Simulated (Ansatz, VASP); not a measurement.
**Two plane-wave programs on BN**

```xyz
2
Lattice="0.0000 1.8048 1.8048 1.8048 0.0000 1.8048 1.8048 1.8048 0.0000" Properties=species:S:1:pos:R:3 pbc="T T T"
B     0.0000    0.0000    0.0000
N     0.9024    0.9024    0.9024
```

Alike in both runs: task single point; functional r2SCAN; k mesh 10 × 10 × 10; no spin polarisation.

|  | VASP | Ansatz |
| --- | --- | --- |
| version | VASP 6.6.1 | Ansatz 0.2.0 |
| potentials or method | VASP PAW PBE potentials, release 64 (B, N) | plane waves, PAW |
| plane-wave cutoff (eV) | 520 | 500 |
| occupations | gaussian, width 0.01 eV | fixed |
| valence electrons in the cell | 8 | 8 |

```csv
,VASP,Ansatz,Ansatz less VASP
gap on the k mesh at the Fermi level (eV),4.98,5.00,+0.021
```

 A k mesh can miss the band edges. r2SCAN opens gaps a little over a GGA but as a rule still falls short of measured ones.
